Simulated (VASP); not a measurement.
Runs of VASP 6.6.1 on TiO2. The cell holds a slab with vacuum, 24 atoms: a = 6.494 Å, b = 2.957 Å, c = 34.275 Å, α = 90.00°, β = 90.00°, γ = 90.00°. 

```tsv
cell	vacuum (Å)	gap on the mesh (eV)	largest force (eV/Å)
Pmma, 27.43 Å³/atom	22	1.34	3.53
Pmma, 13.82 Å³/atom	5	1.35	3.52
Pmma, 22.63 Å³/atom	-	1.34	(a)
Pmma, 17.83 Å³/atom	10	1.34	3.53
```

Alike in all rows: task work function; level PBEsol; potentials or basis VASP PAW PBE potentials, release 64 (O, Ti_sv); no spin polarisation; k mesh 4 × 8 × 1; cutoff (eV) 520; smearing gaussian 0.05 eV.

Q: Estimate the missing entries.

A: (a) 3.54.

Caveats: the PAW data sets were made with another functional, which shifts forces and pressure a little.

A k mesh can miss the band edges.
